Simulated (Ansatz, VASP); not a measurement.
One calculation of H, two programs

The input INCAR:

```
SYSTEM = H
PREC     = Accurate       ! precision mode
ENCUT    = 520            ! plane-wave cutoff, eV
EDIFF    = 1E-6           ! SCF threshold, eV
ISMEAR   = 0              ! smearing method
SIGMA    = 0.02           ! smearing width, eV
LREAL    = .False.        ! projectors in reciprocal space
LASPH    = .True.         ! aspherical terms in the spheres
NELM     = 100            ! most SCF steps
ALGO     = Normal         ! electronic algorithm
ISIF     = 2              ! what is computed and relaxed
LWAVE    = .False.        ! write WAVECAR
LCHARG   = .True.         ! write CHGCAR
GGA      = PE             ! functional
LELF     = .True.         ! ELF
LVHAR    = .True.       
NBANDS   = 10             ! bands
```

Contents of KPOINTS:

```
regular mesh
0
Gamma
  8 8 4
  0 0 0
```

File POSCAR:

```
H
1.0
    1.6485318600     -2.7316882300      0.0000000000
    1.6485318600      2.7316882300      0.0000000000
    0.0000000000      0.0000000000      6.3137686200
H
4
Direct
    0.5678085000      0.4321915000      0.9995149500
    0.4321915000      0.5678085000      0.0004850500
    0.4321915000      0.5678085000      0.4995149500
    0.5678085000      0.4321915000      0.5004850500
```

Input for Ansatz:

```yaml
crystal:
  lattice:
    - [1.64853186, -2.73168823, 0.0]
    - [1.64853186, 2.73168823, 0.0]
    - [0.0, 0.0, 6.31376862]
  atoms:
    - { symbol: H, position: [0.5678085, 0.4321915, 0.99951495] }
    - { symbol: H, position: [0.4321915, 0.5678085, 0.00048505] }
    - { symbol: H, position: [0.4321915, 0.5678085, 0.49951495] }
    - { symbol: H, position: [0.5678085, 0.4321915, 0.50048505] }
basis:
  ecutwfc: 420
kpoints:
  mp_grid: { grid: [8, 8, 4] }
hamiltonian:
  xc: pbe
scf:
  occupations: { method: gaussian, width: 0.02 }
output:
  forces: true
  stress: true
  eigenvalues: true
  populations: true
```

Alike in both runs: task single point; functional PBE; k mesh 8 × 8 × 4; occupations gaussian, width 0.02 eV; no spin polarisation.

|  | VASP | Ansatz |
| --- | --- | --- |
| version | VASP 6.6.1 | Ansatz 0.2.0 |
| potentials or method | VASP PAW PBE potentials, release 64 (H) | scalar-relativistic, plane waves, PAW |
| plane-wave cutoff (eV) | 520 | 420 |
| valence electrons in the cell | 4 | 4 |

```csv
,VASP,Ansatz,Ansatz less VASP
gap on the k mesh at the Fermi level (eV),8.32,8.32,0.000
least direct gap on the mesh (eV),8.32,8.32,+0.001
pressure (GPa),0.5,0.7,+0.19
largest component of the traceless stress (GPa),0.79,0.85,+0.062
rms of the force components (eV/Å),0.176,0.183,+0.0073
```

Atom by atom the forces differ by 0.007 eV/Å (rms over components). The functional is the same, so the differences come from potentials, cutoffs and numerics.

A k mesh can miss the band edges.
